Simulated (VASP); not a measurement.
**NaI (strained CsCl): a PBE single-point calculation in VASP**

INCAR

```
ISMEAR = -1
ISIF = 2
ENCUT = 520
LWAVE = .FALSE.
PREC = Accurate
LCHARG = .FALSE.
IBRION = -1
NBANDS = 14
GGA = PE
EDIFF = 1E-7
SIGMA = 0.02
NELM = 120
NSW = 0
LASPH = .TRUE.
LREAL = .FALSE.
```

KPOINTS

```
KPOINTS created by Atomic Simulation Environment
0
Gamma
6 6 6
0 0 0
```

KPOINTS_OPT

```
special points
5
Reciprocal
0.0000000000 0.0000000000 0.0000000000 1
0.0000000000 0.5000000000 0.0000000000 1
0.5000000000 0.5000000000 0.0000000000 1
0.5000000000 0.5000000000 0.5000000000 1
0.0000000000 0.5000000000 0.5000000000 1
```

POSCAR

```
Na I
 1.0000000000000000
     4.0267987335999997    0.0000000000000000    0.0000000000000000
     0.0000000000000000    4.0405365579000003    0.0000000000000000
     0.0000000000000000    0.0000000000000000    4.0405365579000003
 Na  I
   1   1
Cartesian
  0.0000000000000000  0.0000000000000000  0.0000000000000000
  2.0133993667999999  2.0202682789500006  2.0202682789500006
```

VASP ran with the recommended PBE PAW datasets (14 valence electrons in the cell).

Command

```
mpirun -np 1 vasp_std
```

OSZICAR

```
N       E                     dE             d eps       ncg     rms          rms(c)
DAV:   1     0.856026550899E+02    0.85603E+02   -0.66989E+03  1120   0.922E+02
DAV:   2     0.156276026227E+01   -0.84040E+02   -0.78289E+02  1194   0.222E+02
DAV:   3    -0.504121555416E+01   -0.66040E+01   -0.65627E+01  1462   0.604E+01
DAV:   4    -0.519592486494E+01   -0.15471E+00   -0.15466E+00  1330   0.953E+00
DAV:   5    -0.520035667335E+01   -0.44318E-02   -0.44317E-02  1542   0.161E+00    0.196E+00
DAV:   6    -0.509855862261E+01    0.10180E+00   -0.90814E-02  1338   0.180E+00    0.130E+00
DAV:   7    -0.507175872846E+01    0.26800E-01   -0.89551E-02  1392   0.158E+00    0.632E-01
DAV:   8    -0.507220957192E+01   -0.45084E-03   -0.59490E-03  1210   0.623E-01    0.875E-02
DAV:   9    -0.507216087343E+01    0.48698E-04   -0.16559E-04  1438   0.130E-01    0.354E-02
DAV:  10    -0.507218260581E+01   -0.21732E-04   -0.56167E-05  1276   0.688E-02    0.873E-03
DAV:  11    -0.507218274756E+01   -0.14175E-06   -0.66474E-06  1348   0.264E-02    0.364E-03
DAV:  12    -0.507218294674E+01   -0.19918E-06   -0.44931E-07  1354   0.455E-03    0.470E-04
DAV:  13    -0.507218303322E+01   -0.86475E-07   -0.56823E-08  1112   0.156E-03
   1 F= -.50721830E+01 E0= -.50721830E+01  d E =-.138660E-11
       N       E                     dE             ncg
DAV:   1     0.830774197323E+03   -0.22063E+04      140
DAV:   2     0.453179902632E+03   -0.37759E+03      152
DAV:   3     0.424321005950E+03   -0.28859E+02      176
DAV:   4     0.423686596506E+03   -0.63441E+00      178
DAV:   5     0.423668482391E+03   -0.18114E-01      176
DAV:   6     0.423667545915E+03   -0.93648E-03      200
DAV:   7     0.423667513976E+03   -0.31939E-04      176
DAV:   8     0.423667512006E+03   -0.19704E-05      166
DAV:   9     0.423667511874E+03   -0.13229E-06      146
DAV:  10     0.423667511866E+03   -0.74223E-08      112
```

From OUTCAR

```
k-points           NKPTS =     40   k-points in BZ     NKDIM =     40   number of bands    NBANDS=     14

   NELECT =      14.0000    total number of electrons

   dimension x,y,z NGX =    30 NGY =   30 NGZ =   30
   dimension x,y,z NGXF=    60 NGYF=   60 NGZF=   60

  energy-cutoff  :      520.00
  volume of cell :       65.74
      direct lattice vectors                 reciprocal lattice vectors
     4.026798734  0.000000000  0.000000000     0.248336226  0.000000000  0.000000000
     0.000000000  4.040536558  0.000000000     0.000000000  0.247491883  0.000000000
     0.000000000  0.000000000  4.040536558     0.000000000  0.000000000  0.247491883

 k-points in reciprocal lattice and weights: KPOINTS created by Atomic Simulation Env
   0.00000000  0.00000000  0.00000000       0.005
   0.16666667  0.00000000  0.00000000       0.009
   0.33333333  0.00000000  0.00000000       0.009
   0.50000000  0.00000000  0.00000000       0.005
   0.00000000  0.16666667  0.00000000       0.019
   0.16666667  0.16666667  0.00000000       0.037
   0.33333333  0.16666667  0.00000000       0.037
   0.50000000  0.16666667  0.00000000       0.019
   ...

 E-fermi :   2.4397

 k-point     1 :       0.0000    0.0000    0.0000
  band No.  band energies     occupation
      1     -21.7260      2.00000
      2     -21.7255      2.00000
      3     -21.7255      2.00000
      4      -9.8578      2.00000
      5       1.3110      2.00000
      6       1.3110      2.00000
      7       1.3430      2.00000
      8       4.2776      0.00000
      9       7.5479      0.00000
     10       7.5710      0.00000
     11      13.1905      0.00000
     12      13.1905      0.00000
     13      13.2260      0.00000
     14      13.8339      0.00000

 k-point     2 :       0.1667    0.0000    0.0000
  band No.  band energies     occupation
      1     -21.7282      2.00000
      2     -21.7253      2.00000
      3     -21.7253      2.00000
      4      -9.7793      2.00000
      5       0.4085      2.00000
      6       1.3887      2.00000
      7       1.3887      2.00000
      8       4.9693      0.00000
      9       7.7746      0.00000
     10       8.3846      0.00000
     11      11.7467      0.00000
     12      11.7467      0.00000
     13      12.3975      0.00000
     14      13.9332      0.00000

 k-point     3 :       0.3333    0.0000    0.0000
  band No.  band energies     occupation
      1     -21.7324      2.00000
      2     -21.7249      2.00000
      3     -21.7249      2.00000
      4      -9.6112      2.00000
      5      -0.8192      2.00000
      6       1.5550      2.00000
      7       1.5550      2.00000
      8       5.9454      0.00000
      9       8.4162      0.00000
     10       8.9152      0.00000
     11      10.3824      0.00000
     12      10.3824      0.00000
     13      11.8380      0.00000
     14      12.9362      0.00000

 k-point     4 :       0.5000    0.0000    0.0000
  band No.  band energies     occupation
      1     -21.7346      2.00000
      2     -21.7247      2.00000
      3     -21.7247      2.00000
      4      -9.5207      2.00000
      5      -1.3071      2.00000
      6       1.6444      2.00000
      7       1.6444      2.00000
      8       6.6094      0.00000
      9       8.2863      0.00000
     10       9.0259      0.00000
     11       9.8729      0.00000
     12       9.8729      0.00000
     13      10.7424      0.00000
     14      14.9243      0.00000

 k-point     5 :       0.0000    0.1667    0.0000
  band No.  band energies     occupation
      1     -21.7276      2.00000
      2     -21.7258      2.00000
      3     -21.7253      2.00000
      4      -9.7810      2.00000
      5       0.3888      2.00000
      6       1.3871      2.00000
      7       1.4188      2.00000
      8       4.9764      0.00000
      9       7.7900      0.00000
     10       8.3479      0.00000
     11      11.7247      0.00000
     12      11.7757      0.00000
     13      12.3747      0.00000
     14      13.9117      0.00000

 k-point     6 :       0.1667    0.1667    0.0000
  band No.  band energies     occupation
      1     -21.7280      2.00000
      2     -21.7273      2.00000
      3     -21.7251      2.00000
      4      -9.7048      2.00000
      5       0.3685      2.00000
      6       0.6733      2.00000
      7       1.4649      2.00000
      8       5.6253      0.00000
      9       8.1765      0.00000
     10       8.7903      0.00000
     11      10.3524      0.00000
     12      11.5866      0.00000
     13      12.5707      0.00000
     14      12.9032      0.00000

 k-point     7 :       0.3333    0.1667    0.0000
  band No.  band energies     occupation
      1     -21.7321      2.00000
      2     -21.7269      2.00000
      3     -21.7247      2.00000
      4      -9.5419      2.00000
      5      -0.6891      2.00000
      6       0.7761      2.00000
      7       1.6311      2.00000
      8       6.4704      0.00000
      9       7.8318      0.00000
     10       9.2706      0.00000
     11      10.3325      0.00000
     12      10.5393      0.00000
     13      12.6104      0.00000
     14      12.7699      0.00000

 k-point     8 :       0.5000    0.1667    0.0000
  band No.  band energies     occupation
      1     -21.7342      2.00000
      2     -21.7266      2.00000
      3     -21.7246      2.00000
      4      -9.4543      2.00000
      5      -1.1636      2.00000
      6       0.9055      2.00000
      7       1.7204      2.00000
      8       6.9923      0.00000
      9       7.3043      0.00000
     10       9.6769      0.00000
     11       9.7542      0.00000
     12      10.0446      0.00000
     13      12.8214      0.00000
     14      12.8927      0.00000

 k-point     9 :       0.0000    0.3333    0.0000
  band No.  band energies     occupation
      1     -21.7317      2.00000
      2     -21.7255      2.00000
      3     -21.7249      2.00000
      4      -9.6166      2.00000
      5      -0.8243      2.00000
      6       1.5500      2.00000
      7       1.5809      2.00000
      8       5.9594      0.00000
      9       8.4256      0.00000
     10       8.8953      0.00000
     11      10.3690      0.00000
     12      10.4240      0.00000
     13      11.8323      0.00000
     14      12.8773      0.00000

 k-point    10 :       0.1667    0.3333    0.0000
  band No.  band energies     occupation
      1     -21.7314      2.00000
      2     -21.7275      2.00000
      3     -21.7248      2.00000
      4      -9.5456      2.00000
      5      -0.6920      2.00000
      6       0.7893      2.00000
      7       1.6276      2.00000
      8       6.4799      0.00000
      9       7.8376      0.00000
     10       9.2919      0.00000
     11      10.3165      0.00000
     12      10.5282      0.00000
     13      12.6287      0.00000
     14      12.7320      0.00000

 k-point    11 :       0.3333    0.3333    0.0000
  band No.  band energies     occupation
      1     -21.7316      2.00000
      2     -21.7308      2.00000
      3     -21.7244      2.00000
      4      -9.3944      2.00000
      5      -0.4690      2.00000
      6      -0.2592      2.00000
      7       1.7932      2.00000
      8       5.9595      0.00000
      9       7.7794      0.00000
     10      10.1981      0.00000
     11      10.8093      0.00000
     12      10.8655      0.00000
     13      11.2974      0.00000
     14      13.1106      0.00000

 k-point    12 :       0.5000    0.3333    0.0000
  band No.  band energies     occupation
      1     -21.7336      2.00000
      2     -21.7305      2.00000
      3     -21.7242      2.00000
      4      -9.3134      2.00000
      5      -0.8313      2.00000
      6      -0.1766      2.00000
      7       1.8820      2.00000
      8       5.4057      0.00000
      9       8.2917      0.00000
     10      10.0182      0.00000
     11      10.5000      0.00000
     12      10.7677      0.00000
     13      11.3937      0.00000
     14      13.9137      0.00000

 k-point    13 :       0.0000    0.5000    0.0000
  band No.  band energies     occupation
      1     -21.7337      2.00000
      2     -21.7253      2.00000
      3     -21.7248      2.00000
      4      -9.5282      2.00000
      5      -1.3062      2.00000
      6       1.6374      2.00000
      7       1.6678      2.00000
      8       6.6217      0.00000
      9       8.2843      0.00000
     10       9.0271      0.00000
     11       9.8642      0.00000
     12       9.9203      0.00000
     13      10.7485      0.00000
     14      14.9564      0.00000

 ...

  Total        0.1933759      0.1244937      0.1244937      0.0000000      0.0000000      0.0000000
  in kB        4.7127546      3.0340315      3.0340315      0.0000000      0.0000000      0.0000000
  external PRESSURE =       3.5936059 kB  Pullay stress =       0.0000000 kB

 POSITION                                       TOTAL-FORCE (eV/Angst)
 -----------------------------------------------------------------------------------
      0.00000      0.00000      0.00000         0.000000      0.000000      0.000000
      2.01340      2.02027      2.02027         0.000000      0.000000      0.000000
 -----------------------------------------------------------------------------------
    total drift:                                0.000000     -0.000000     -0.000000

  FREE ENERGIE OF THE ION-ELECTRON SYSTEM (eV)
  ---------------------------------------------------
  free  energy   TOTEN  =        -5.0721830332 eV

  energy  without entropy=       -5.0721830332  energy(sigma->0) =       -5.07218303
```

The gap between bands v and c is 2.29 eV. The least direct gap is 2.76 eV and the pressure is 0.4 GPa.

Band v is the last that the valence electrons fill when counted band by band, and c is the next.

The run took about 26 s on one core of a shared host (Intel Xeon Platinum 8488C) and held 0.2 GiB at most.
